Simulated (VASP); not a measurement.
Write the native input for VASP 6.6.1 that does the following.

* Task: single point
* Functional: PBE
* Potentials or basis: VASP PAW PBE potentials, release 64 (Si, C)
* Cutoff: 520 eV
* k mesh: 2 × 2 × 2, shifted
* Occupations: gaussian, width 0.02 eV
* Spin: no spin polarisation
* Dipole correction: no
* Further INCAR settings: LREAL = Auto; ALGO = Fast; EDIFF = 1e-07; NBANDS = 88

The structure of Si32C (a cell with a defect) lies in POSCAR:

```
Si32C
1.0
   -5.4696767048      5.4696767048     -5.4696767048
    5.4696767048      5.4696767048      5.4696767048
    5.4696767048     -5.4696767048     -5.4696767048
Si C
32 1
Direct
    0.2398507895      0.7463327913      0.7482489352
   -0.0077677214     -0.0000298029      0.7358777244
    0.4946992661      0.7389295517      0.4947223954
    0.7558936320      0.2613540038      0.7559223669
    0.2569987219     -0.0000425076      0.5268494453
    0.4877686637      0.4920301282      0.7367134570
    0.0020825570      0.2537678259      0.4936351473
    0.7484981787      0.7461457588      0.2398482043
    0.5280066324     -0.0000639484      0.2580901628
    0.7367799167      0.4915048605      0.4863937133
   -0.0154870755      0.7747119642     -0.0160859824
    0.2097877346      0.2253755609      0.2092371175
   -0.0039715009      0.5080493257      0.2448253919
    0.7356469020     -0.0000224135     -0.0078062869
    0.4934365614      0.2535865880      0.0016571426
    0.2454042186      0.5085383363     -0.0048309082
    0.2459233327      0.5000852306      0.7451949817
   -0.0161885909      0.7447512577      0.7292426586
    0.4762709285      0.4716562352      0.4758671392
    0.7448396612      0.0000506798      0.7448626088
    0.2488663254      0.7428129913      0.5029199930
    0.5060361942      0.2572534657      0.7598943298
   -0.0043074988     -0.0000148538      0.4877096746
    0.7459377302      0.4997572499      0.2448432095
    0.5031560425      0.7423080438      0.2487049704
    0.7606118037      0.2577470412      0.5063800684
    0.0048798365      0.5286655707      0.0044635134
    0.3067208516      0.0001322659      0.3061462888
   -0.0151827315      0.2545666492      0.2390973790
    0.7302016062      0.7453794781     -0.0155319953
    0.4874223369     -0.0000167809     -0.0037188550
    0.2390529488      0.2551586581     -0.0154926457
    0.1488805986      0.0000416766      0.1432180695
```

One way to write it, as run:

INCAR

```
SYSTEM = Si32C
PREC = Accurate ; ENCUT = 520
EDIFF = 1E-7 ; ISMEAR = 0
SIGMA = 0.02 ; LREAL = Auto
LASPH = .True. ; NELM = 100
ALGO = Fast ; ISIF = 2
LWAVE = .False. ; LCHARG = .False.
GGA = PE ; NBANDS = 88
```

KPOINTS

```
Automatic mesh
0
Gamma
  2 2 2
  0.5 0.5 0.5
```

Potentials or basis: VASP PAW PBE potentials, release 64 (Si, C).

Launch:

```sh
$ cat potpaw_PBE.64/Si/POTCAR potpaw_PBE.64/C/POTCAR > POTCAR
$ mpirun -np 1 vasp_std > vasp.out
```

Results of the run:

The pressure is 1.1 GPa. The largest force is 0.019 eV/Å and the band gap on the k mesh is 0.14 eV, direct.

Wall time 5.3 min on 1 thread of Intel(R) Xeon(R) 6975P-C (Granite Rapids), with other jobs on the host, peak memory 0.75 GiB.
